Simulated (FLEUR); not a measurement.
## AlNi: equation of state with RPBE

The system is AlNi.

```
Ni Al
1.0
     2.88100    0.00000    0.00000
     0.00000    2.88100    0.00000
     0.00000    0.00000    2.88100
Ni Al
1 1
Direct
  0.50000 0.50000 0.50000
  0.00000 0.00000 0.00000
```

```
Program             : FLEUR MaX-R8.1 (later development tree)
Task                : equation of state
Functional          : RPBE
Potentials or basis : all-electron
Basis               : FLAPW
Kmax                : 4.92 1/bohr
k mesh              : 9 × 9 × 9
Occupations         : fermi-dirac, width 0.05 eV
Spin                : collinear spin, program default start
```

```
Equilibrium volume                      : 12.39 Å³/atom
Bulk modulus                            : 150 GPa
Pressure derivative of the bulk modulus : 4.4 (rough: it moves with the points fitted)
```

Energy against volume, from the lowest point:
| volume (Å³/atom) | energy (meV/atom) |
| --- | --- |
| 11.239 | 59.70 |
| 11.478 | 36.11 |
| 11.956 | 7.57 |
| 12.435 | 0.00 |
| 12.674 | 2.79 |

RPBE and its kin give volumes clearly too large for solids. Zero-point motion and thermal expansion aren't in these numbers.
